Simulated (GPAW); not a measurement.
Runs of GPAW 26.7.0 on BAs. Symmetry: F-43m, No. 216, cubic system. Conventional cell: a = 4.777 Å, b = 4.777 Å, c = 4.777 Å, α = 90.00°, β = 90.00°, γ = 90.00°. As (site symmetry -43m) has 4 B at 2.07 Å as nearest neighbours. B (site symmetry -43m) has 4 As at 2.07 Å as nearest neighbours. 

```tsv
cell	target pressure	gap on the mesh (eV)	pressure (GPa)
relaxed to 2 GPa	2 GPa	1.07	2.0
relaxed	-	1.08	-0.2
relaxed to 30 GPa	30 GPa	(a)	29.7
relaxed to 5 GPa	5 GPa	1.05	5.1
relaxed to 10 GPa	10 GPa	(b)	10.0
relaxed to 20 GPa	20 GPa	0.97	19.9
```

Alike in all rows: task relaxation of cell and atoms; level PBEsol; potentials or basis PAW data sets generated in the run's folder for this functional, pw; no spin polarisation; k mesh 10 × 10 × 10; cutoff (eV) 800; smearing fermi-dirac 0.05 eV.

Question: Fill in the values left out.

Answer: (a) 0.92; (b) 1.02.

Caveats: later steps reuse the first step's grids.

A k mesh can miss the band edges, and the runs leave out spin-orbit coupling on As.
